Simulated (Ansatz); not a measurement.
Frontier orbitals of C$_{2}$H$_{2}$Cl$_{2}$ (`Cl/C=C/Cl`).

```xyz
6

Cl   -1.130   -1.221   -1.341
C    -0.619   -0.018   -0.233
C     0.619    0.018    0.233
Cl    1.130    1.221    1.341
H    -1.381    0.697    0.049
H     1.381   -0.697   -0.049
```

Total charge 0; spin multiplicity 1. All single points use the PBE0-D4/def2-TZVP geometry. Basis def2-TZVPP, Ansatz 0.2.0.

Orbital energies of one run (eV). Highest occupied ones, from the top: -9.62, -11.68, -11.83, -12.60, -13.98, -14.03, -16.25, -16.49, -19.57, -23.51, -27.26, -28.34, -199.19, -199.19. Empty: 1.60, 2.83, 3.50, 4.05, 5.21, 5.81.

Task: Which functional gave them?
A. ωB97X-V
B. B97M-V
C. r2SCAN0
D. r2SCAN

Result: A. HOMO energies: ωB97X-V -9.62, B97M-V -6.44, r2SCAN0 -7.49, r2SCAN -6.40 eV.
